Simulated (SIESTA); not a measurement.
FePt (Tetraferroplatinum):

```
Pt Fe
1.0
     2.72350    0.00000    0.00000
     0.00000    2.72350    0.00000
     0.00000    0.00000    3.72000
Pt Fe
1 1
Direct
  0.50000 0.50000 0.50000
  0.00000 0.00000 0.00000
```

Base run:

```yaml
Program: SIESTA 5.4.2
Functional: PBEsol
Potentials_or_basis: PseudoDojo 0.4 standard (PBEsol files)
Basis: DZP (energy shift 0.003 Ry; two zetas on semicore shells)
Grid_cutoff: 800 Ry
Energy_shift: 0.003 Ry
k_mesh: 10 × 10 × 7
Occupations: fermi-dirac, width 0.05 eV
Spin: collinear spin, fm_larger start
Starting_moments: "[0.0, 4.5] μB"
```

Its results: band gap on the k mesh none (metal or under the smearing width); pressure -4.3 GPa; net moment 3.35 μB per cell.

Question: The run is repeated on the same cell with these changes: spin from collinear spin, fm_larger start to collinear spin, zero start; moments at the start from [0.0, 4.5] to [0.0, 0.0]. What comes out?

Answer: Band gap on the k mesh none (metal or under the smearing width); pressure -21.4 GPa; net moment 0.00 μB per cell.

Caveats: short orbitals over semicore shells can move pressures by several GPa; the basis of atomic orbitals isn't converged, which shifts pressures, moduli and gaps.
